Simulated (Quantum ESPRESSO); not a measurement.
**BN in Quantum ESPRESSO: the effect of exact exchange**

Crystal: BN.

```xyz
2
Lattice="0.0000 1.8130 1.8130 1.8130 0.0000 1.8130 1.8130 1.8130 0.0000" Properties=species:S:1:pos:R:3 pbc="T T T"
N     0.9065    0.9065    0.9065
B     0.0000    0.0000    0.0000
```

The cell is a database's computed one.

Alike in all runs:

| Item | Value |
| --- | --- |
| Program | Quantum ESPRESSO 7.5 |
| Task | single point |
| Functional | r2SCAN-X |
| Potentials or basis | SG15 PBE 1.2 |
| Cutoff | 1197 eV |
| Density cutoff | 4789 eV |
| k mesh | 6 × 6 × 6 |
| Occupations | fixed |
| Spin | no spin polarisation |

Task: One run gave: gap on the mesh 5.34 eV. Which exact exchange did it use?
A. 0.15
B. 0.1
C. 0.05

Result: C.

```csv
exact exchange,gap on the mesh (eV)
0.05,5.34
0.1,5.71
0.15,6.08
```

Caveats: all runs use coarse meshes.

A k mesh can miss the band edges.
